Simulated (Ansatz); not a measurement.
## Zn in Ansatz: the effect of target pressure

Crystal: Zn.

```
CELL_PARAMETERS angstrom
-1.56904 1.56904 1.56904
1.56904 -1.56904 1.56904
1.56904 1.56904 -1.56904
ATOMIC_POSITIONS crystal
Zn 0.00000 0.00000 0.00000
```

This isn't the form of Zn at room conditions, which is hcp.

Alike in all runs:

| Property | Result |
| --- | --- |
| Program | Ansatz 0.2.0 |
| Task | relaxation of cell and atoms |
| Functional | PBEsol |
| Potentials or basis | Ansatz PAW |
| Cutoff | 420 eV (not typed: the program's choice for these potentials) |
| k mesh | 12 × 12 × 12 |
| Occupations | fermi-dirac, width 0.05 eV |
| Spin | no spin polarisation |

Each run relaxes the cell or the atoms first.

```csv
target pressure,relaxed volume (Å³/atom)
0 GPa,14.27
2 GPa,13.95
5 GPa,?
10 GPa,13.00
20 GPa,12.17
30 GPa,11.58
```

Task: What does the run with target pressure 5 GPa give?

Result: Relaxed volume 13.55 Å³/atom.

Worked out: In Murnaghan's law V^(-B') rises as a straight line in P. The other rows fit best with B' = 4.6, V0 = 14.27 Å³/atom and B0 = 86 GPa, which gives 13.55 Å³/atom at 5 GPa, against the run's 13.55.

Caveats: the plane-wave basis is chosen anew once the cell has moved, so the energies of steps on either side of that aren't comparable; the PAW data sets come from PBE, with cores solved anew for the run's functional, which leaves a small shift of forces and pressure; the volume moved by over 15 % at a fixed basis, so the end points are rough (some runs).
